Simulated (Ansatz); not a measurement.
**W: changing the pressure**

The cell as given:

Symmetry: Fm-3m, No. 225, cubic system. Conventional cell: a = 4.060 Å, b = 4.060 Å, c = 4.060 Å, α = 90.00°, β = 90.00°, γ = 90.00°. W (site symmetry m-3m) has 12 W at 2.87 Å as nearest neighbours.

This isn't the form of W at room conditions, which is bcc.

Kept alike: task relaxation of cell and atoms; functional PBEsol; k mesh 11 × 11 × 11; occupations fermi-dirac, width 0.05 eV; no spin polarisation. Program: Ansatz, all-electron LAPW, scalar-relativistic. The mesh is that of the run's cell of 1 atom. No spin-orbit coupling.

| pressure, P (GPa) | volume (Å³/atom) |
| --- | --- |
| 0 | 16.001 |
| 5 | ? |
| 10 | 15.525 |
| 20 | 15.106 |
| 30 | 14.732 |

The relaxations keep at least the cell's symmetry (Fm-3m). For a metal such a mesh leaves the last digits unconverged. The runs follow the start's structure, whether or not it is the stable one at these pressures.

Problem. Fit the rows shown and predict the run at 5 GPa.

Solution. Murnaghan's form V = V0 (1 + B′P/B0)^(-1/B′) through the rows shown has V0 = 16.0010, B0 = 314.6 GPa and B′ = 3.39 (largest miss 0.0002); at P = 5 it gives 15.755 Å³/atom. The run gave: volume 15.754 Å³/atom.
